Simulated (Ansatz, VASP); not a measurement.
One calculation of GaN, two programs

The input INCAR:

```
SYSTEM = GaN
  ALGO = Normal
  EDIFF = 1E-7
  ENCUT = 520
  GGA = PS
  ISIF = 2
  ISMEAR = 0
  LASPH = .TRUE.
  LCHARG = .FALSE.
  LREAL = .FALSE.
  LWAVE = .FALSE.
  NBANDS = 26
  NELM = 80
  PREC = Accurate
  SIGMA = 0.05
```

Contents of KPOINTS:

```
k-points
0
G
  12 12 6
  0 0 0
```

The input POSCAR:

```
GaN
1.0
    3.1348398099      0.0000000000      0.0000000000
   -1.5674199049      2.7148509121      0.0000000000
    0.0000000000      0.0000000000      5.1854260795
Ga N
2 2
Direct
    0.3333333333      0.6666666667      0.9991941071
    0.6666666667      0.3333333333      0.4991941071
    0.3333333333      0.6666666667      0.3758058929
    0.6666666667      0.3333333333      0.8758058929
```

Input for Ansatz:

```yaml
crystal:
  lattice:
    - [3.1348398099, 0.0, 0.0]
    - [-1.5674199049, 2.7148509121, 0.0]
    - [0.0, 0.0, 5.1854260795]
  atoms:
    - { symbol: Ga, position: [0.3333333333, 0.6666666667, 0.9991941071] }
    - { symbol: Ga, position: [0.6666666667, 0.3333333333, 0.4991941071] }
    - { symbol: "N", position: [0.3333333333, 0.6666666667, 0.3758058929] }
    - { symbol: "N", position: [0.6666666667, 0.3333333333, 0.8758058929] }
basis:
  ecutwfc: 420
kpoints:
  mp_grid: { grid: [12, 12, 6] }
hamiltonian:
  xc: pbesol
scf:
  occupations: { method: gaussian, width: 0.05 }
output:
  forces: true
  stress: true
  eigenvalues: true
```

Change from the starting cell: strain -0.015 along x and y, +0.000 along z, atoms carried along.

Alike in both runs: task single point; functional PBEsol; k mesh 12 × 12 × 6; occupations gaussian, width 0.05 eV; no spin polarisation.

|  | VASP | Ansatz |
| --- | --- | --- |
| version | VASP 6.6.1 | Ansatz 0.2.0 |
| potentials or method | VASP PAW PBE potentials, release 64 (Ga_d, N) | scalar-relativistic, plane waves, PAW |
| plane-wave cutoff (eV) | 520 | 420 |
| valence electrons in the cell | 36 | 36 |

VASP gave:

```
gap on the k mesh at the Fermi level (eV)       : 2.05
least direct gap on the mesh (eV)               : 2.05
pressure (GPa)                                  : 5.9
largest component of the traceless stress (GPa) : 4.16
rms of the force components (eV/Å)              : 0.100
```

Task: Estimate Ansatz's values.

Result: gap on the k mesh at the Fermi level (eV): 2.03; least direct gap on the mesh (eV): 2.03; pressure (GPa): 6.2; largest component of the traceless stress (GPa): 4.19; rms of the force components (eV/Å): 0.103.

Atom by atom the forces differ by 0.003 eV/Å (rms over components). The functional is the same, so the differences come from potentials, cutoffs and numerics.

Caveats: the PAW data sets were made with another functional, which shifts forces and pressure a little (VASP).
